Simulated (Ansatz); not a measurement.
The cell is COD entry 1000050, as deposited and not checked against the literature; nothing was relaxed. The listed cell was then made from it by scaling, straining or moving an atom.

An input for KCl: DFT, PBE, all-electron LAPW, scalar-relativistic (Ansatz 0.2.0).

```yaml
crystal:
  lattice:
    - [3.634, 0.0, 0.0]
    - [0.0, 3.634, 0.0]
    - [0.0, 0.0, 3.634]
  atoms:
    - { symbol: K, position: [0.0, 0.0, 0.0] }
    - { symbol: Cl, position: [0.5389160704, 0.5389160704, 0.5] }
kpoints:
  mp_grid: { grid: [7, 7, 7] }
scf:
  occupations: { method: fermi_dirac, width: 0.01 }
hamiltonian:
  xc: pbe
  pseudopotentials: { kind: all_electron, lapw: { basis_error: 0.001 } }
output:
  forces: true
  stress: true
  eigenvalues: true
```

Set-up and iterations as logged by Ansatz (the results part is left out, to be predicted):

```
LAPW: plane waves up to 6.386 Å⁻¹, error target 1.0e-3 eV per atom; small_component_spin mean_spin; Cl in spheres of 1.470 Å, 15 of its electrons in bands, Dirac shells []; K in spheres of 1.516 Å, 15 of its electrons in bands, Dirac shells []
Engine: ansatz 0.2.0
Pseudopotentials: kind: all_electron
Pseudopotential: K, LAPW, valence charge 15, Koelling and Harmon's equation, gaussian nucleus
Pseudopotential: Cl, LAPW, valence charge 15, Koelling and Harmon's equation, gaussian nucleus
Functional definition: PBE
  parameter kappa = 0.804
  parameter beta = 0.06672455060314922
  exchange = pbe_x(kappa = kappa, mu = beta*pi^2/3)
  correlation = pbe_c(beta = beta)
Crystal: 2 atoms, lattice volume = 47.990 Å³
Basis set: ecut = 155.35211740610828 eV, 203 PW (Γ), exchange–correlation at level 2
Bands: 19, of which v1, the nominal top of the filled ones, is band 15 counted from 1 (14 counted from 0)
Symmetry: 4 space group operations
Space group: Amm2 (ITA 38), of the structure as read, at distance tolerance 3.6e-5 Å
k-points: 64 of 343 (time reversal used)
Non-local potential: K, projectors of the file, none
Non-local potential: Cl, projectors of the file, none
Initial density: superposition of atomic densities (chi_scale 0.1, normalization cell, long waves kept (reshape's long-wave potential 0.00 eV rms))
Initial wavefunctions: plane waves of lowest kinetic energy (no species holds an atomic orbital)
Functional: x = pbe(κ = 0.804, μ = 0.2195149727645171), c = pbe(β = 0.06672455060314922)
iter 1 solved again at ethr=1.50e-3 eV; its pass at ethr=1.00e-1 eV (dr2=4.50e-1 eV) is discarded
SCF iter   1: F=—  HF=-28946.580315 eV  |F-HF|=—  |Δ(HF+E_count)|=         —  Δρ=2.04e-2  dr2=4.49e-1  ethr=1.50e-3  ⟨swp⟩=2.2  Hψ=7664  notcnv=0
SCF iter   2: F=—  HF=-28946.305702 eV  |F-HF|=—  |Δ(HF+E_count)|=   2.75e-1  Δρ=9.09e-3  dr2=1.01e-1  ethr=1.50e-3  ⟨swp⟩=3.1  Hψ=3981  notcnv=0  defer=1
SCF iter   3: F=—  HF=-28946.300553 eV  |F-HF|=—  |Δ(HF+E_count)|=   5.15e-3  Δρ=5.19e-3  dr2=3.43e-2  ethr=3.37e-4  ⟨swp⟩=2.7  Hψ=3983  notcnv=0
iter 4 solved again at ethr=6.85e-7 eV; its pass at ethr=1.14e-4 eV (dr2=2.06e-4 eV) is discarded
SCF iter   4: F=—  HF=-28946.303299 eV  |F-HF|=—  |Δ(HF+E_count)|=   2.75e-3  Δρ=6.12e-4  dr2=2.05e-4  ethr=6.85e-7  ⟨swp⟩=2.0  Hψ=6551  notcnv=0
SCF iter   5: F=—  HF=-28946.303462 eV  |F-HF|=—  |Δ(HF+E_count)|=   1.63e-4  Δρ=1.23e-4  dr2=8.97e-6  ethr=6.85e-7  ⟨swp⟩=3.0  Hψ=4252  notcnv=0
SCF iter   6: F=—  HF=-28946.303459 eV  |F-HF|=—  |Δ(HF+E_count)|=   3.24e-6  Δρ=4.29e-5  dr2=1.05e-6  ethr=2.99e-8  ⟨swp⟩=3.0  Hψ=3904  notcnv=0
SCF iter   7: F=—  HF=-28946.303460 eV  |F-HF|=—  |Δ(HF+E_count)|=   1.35e-6  Δρ=1.49e-5  dr2=1.39e-7  ethr=3.49e-9  ⟨swp⟩=3.0  Hψ=3890  notcnv=0
SCF iter   8: F=-28946.303460 eV  HF=-28946.303460 eV  |F-HF|=2.56e-9  |Δ(HF+E_count)|=   2.37e-7  Δρ=2.04e-6  dr2=3.03e-9  ethr=4.63e-10  ⟨swp⟩=3.0  Hψ=3941  notcnv=0
```

Question: What pressure will this run report?

Answer: 4.92 GPa (positive in compression).

Question: How large will the largest force be?

Answer: 0.350 eV/Å.
